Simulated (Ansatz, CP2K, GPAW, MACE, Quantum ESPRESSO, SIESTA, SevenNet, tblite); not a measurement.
**Other levels on H-capped AlAs nanowire along [111] (40 atoms)**

The cell holds 40 atoms: 9 Al, 9 As and 22 H. Cell: a = 19.586 Å, b = 16.545 Å, c = 9.805 Å, α = 90.0°, β = 90.0°, γ = 90.0°. It derives from AlAs (zinc-blende). Diamond section of size parameter 4.53 Å cut from zinc-blende AlAs (a = 5.661 Å) along [111], 1 period, broken bonds capped with H, 9 Å of vacuum. Then every atom was moved at random, 0.05 Å r.m.s. a Cartesian component (hydrogen 0.6 of that). Regions: wire, 18 atoms (9 Al and 9 As); hydrogen, 22 atoms (22 H). Vacuum lies along a and b. The structure repeats along c.

Geometry: as built.

The reference, a calculation:

```
method                                           : Kohn-Sham DFT, PBE, PAW, plane waves (Ansatz 0.2.0); cutoff 420 eV, Γ point, fermi-dirac smearing of 0.05 eV; PAW set soft_2
r.m.s. force component                           : 0.7893 eV/Å
longest force                                    : 3.625 eV/Å
gap (highest filled to lowest empty level) : 3.3 eV
SCF cycles                                       : 8
time                                             : 6 s on 8 threads of Arm Neoverse V2, shared host
CPU time                                         : 43 s
```

Q: Estimate the differences from the reference, the CPU time and the memory of each run.
- CP2K PBE, DZVP-MOLOPT-SR, 315/50 Ry, diagonalisation (CP2K 2026.2; 1 thread)
- GPAW PBE, LCAO dzp, h 0.2 Å, other mixer settings (GPAW 26.7.0; 1 thread)
- CP2K PBE, DZVP-MOLOPT-SR, 450/50 Ry, diagonalisation (CP2K 2026.2; 1 thread)
- CP2K PBE, DZVP-MOLOPT-SR, 450/70 Ry, diagonalisation (CP2K 2026.2; 1 thread)
- SevenNet l3i5 potential (SevenNet l3i5; 1 thread)
- GPAW PBE, LCAO szp(dzp), h 0.2 Å (GPAW 26.7.0; 1 thread)
- QE PBE+D3(BJ), sssp-1.3.0-efficiency, 45/360 Ry (Quantum ESPRESSO 7.5; 4 MPI ranks)
- GPAW PBE, grid h 0.18 Å (GPAW 26.7.0; 4 MPI ranks)
- MACE MPA-0 medium potential (MACE MPA-0 medium; 1 thread)
- SIESTA PBE, DZP, shift 0.01 Ry, mesh 300 Ry (SIESTA 5.4.2; 1 thread)

Differences are against the plane-wave reference, forces as r.m.s. over components; share is that over the reference's r.m.s. force, slope the least-squares factor from reference forces to these. Total energies of different programs have different zeros and aren't compared.

| run | Δ force, r.m.s. (meV/Å) | share (%) | slope | Δ gap (eV) | cores | CPU time | memory (GiB) |
| --- | --- | --- | --- | --- | --- | --- | --- |
| reference | - | - | - | - | 8 | 43 s | 2.1 |
| CP2K PBE, DZVP-MOLOPT-SR, 315/50 Ry, diagonalisation (coarse) | 84.4 | 10.7 | 1.038 | 0.194 | 1 | 2.2 min | 2.8 |
| GPAW PBE, LCAO dzp, h 0.2 Å, other mixer settings | 102 | 12.9 | 1.024 | 0.121 | 1 | 50 s | 1.1 |
| CP2K PBE, DZVP-MOLOPT-SR, 450/50 Ry, diagonalisation | 84.4 | 10.7 | 1.038 | 0.194 | 1 | 3.8 min | 4.5 |
| CP2K PBE, DZVP-MOLOPT-SR, 450/70 Ry, diagonalisation | 84.4 | 10.7 | 1.038 | 0.194 | 1 | 4.1 min | 4.5 |
| SevenNet l3i5 potential | 266 | 33.7 | 0.882 | - | 1 | 7.2 s | 0.73 |
| GPAW PBE, LCAO szp(dzp), h 0.2 Å (coarse) | 504 | 63.8 | 0.995 | 0.105 | 1 | 29 s | 1.2 |
| QE PBE+D3(BJ), sssp-1.3.0-efficiency, 45/360 Ry | 59.1 | 7.49 | 1.005 | -0.0045 | 4 | 8.7 min | 4.9 |
| GPAW PBE, grid h 0.18 Å | 49.9 | 6.33 | 1.012 | 0.0011 | 4 | 4.9 min | 4.0 |
| MACE MPA-0 medium potential | 197 | 24.9 | 1.006 | - | 1 | 6.2 s | 0.69 |
| SIESTA PBE, DZP, shift 0.01 Ry, mesh 300 Ry | 86.4 | 11.0 | 1.045 | 0.258 | 1 | 84 s | 0.95 |

Rows marked coarse were listed beforehand as settings not expected to be converged; some can still land near the reference.

Times of the machine-learned potentials are mostly Python's start and the loading of weights.

CPU time is summed over cores on a shared host, where runs went side by side, so it is rough. Symmetry, cutoffs, thresholds, outputs and thread counts weren't matched or tuned between programs; memory under MPI is the largest rank's times the ranks.

PBE on plane waves or a grid with other potentials, cutoffs or grids, coarse settings apart, differs from the reference by 6.3 % (GPAW PBE, grid h 0.18 Å) of the r.m.s. force; potentials, valence shells or grid differ, and the table alone doesn't part them. The PBE runs in local orbitals, coarse settings apart, differ by 11 % (CP2K PBE, DZVP-MOLOPT-SR, 450/50 Ry, diagonalisation) to 13 % (GPAW PBE, LCAO dzp, h 0.2 Å, other mixer settings); basis, grid and potentials can all enter. Machine-learned potentials differ by 25 % (MACE MPA-0 medium potential) to 34 % (SevenNet l3i5 potential); they were trained on other programs' data. Rows with another functional or a dispersion term differ by 7.5 % (QE PBE+D3(BJ), sssp-1.3.0-efficiency, 45/360 Ry), which mixes the change of model with differences of basis and potentials. Machine-learned potentials mimic data converged in k, so the reference's own k-point error enters their differences. Caps of real hydrogen don't mimic the fractional bonds of a polar compound, so surface states and strained caps may belong to the model. The electronic-structure runs sample only Γ, in a cell whose periodic width is 10 Å.

[Logs are printed without paths, hosts, clocks, repeated set-up lines and the standing remarks that a program may print on its own settings, such as how far it seeks lower states.]

[Hosts, paths, dates, database ids (printed as entryN), source tags and the programs' standing remarks are cut or masked in the printed files.]
